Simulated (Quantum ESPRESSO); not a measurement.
HfO2:

```
CELL_PARAMETERS angstrom
0.00000 2.55750 2.55750
2.55750 0.00000 2.55750
2.55750 2.55750 0.00000
ATOMIC_POSITIONS crystal
Hf 0.00000 0.00000 0.00000
O 0.75000 0.75000 0.75000
O 0.25000 0.25000 0.25000
```

Measurements of this composition are mostly on another form, of space group No. 14.

| Property | Result |
| --- | --- |
| Program | Quantum ESPRESSO 7.5 |
| Task | Hubbard U by linear response |
| Functional | PBE |
| Potentials or basis | GBRV 1.5 PBE |
| Cutoff | 612 eV |
| Density cutoff | 4898 eV |
| k mesh | 6 × 6 × 6 |
| Occupations | fermi-dirac, width 0.05 eV |
| Spin | no spin polarisation |
| Hubbard terms | Hf d U = 2.0 eV |
| Start of the occupations | default |
| Hubbard projectors | atomic |
| Mixing beta | 0.3 |
| Most SCF iterations | 120 |
| SCF threshold | 6e-10 Ry |
| q mesh | 2 × 2 × 2 |

The first run showed a gap, so the response started from a second, tighter run with fixed occupations.

Q: What Hubbard parameters does linear response give?

A: U = 1.77 eV on Hf 5d. The values belong to these projectors, potentials and this ground state, and don't carry over to other codes.

Hubbard U from linear response:
| site | manifold | U (eV) |
| --- | --- | --- |
| 1 | Hf-5d | 1.77 |
On the first site the bare response is -0.357 and the screened one -0.219 eV⁻¹.

Eigenvalues of the final occupation matrices:
| site | spin | trace | eigenvalues |
| --- | --- | --- | --- |
| Hf 1 5d | each | 1.75 | 0.21 0.21 0.44 0.44 0.44 |

Caveat: spin-orbit coupling is left out, which moves the levels of the heavy elements.
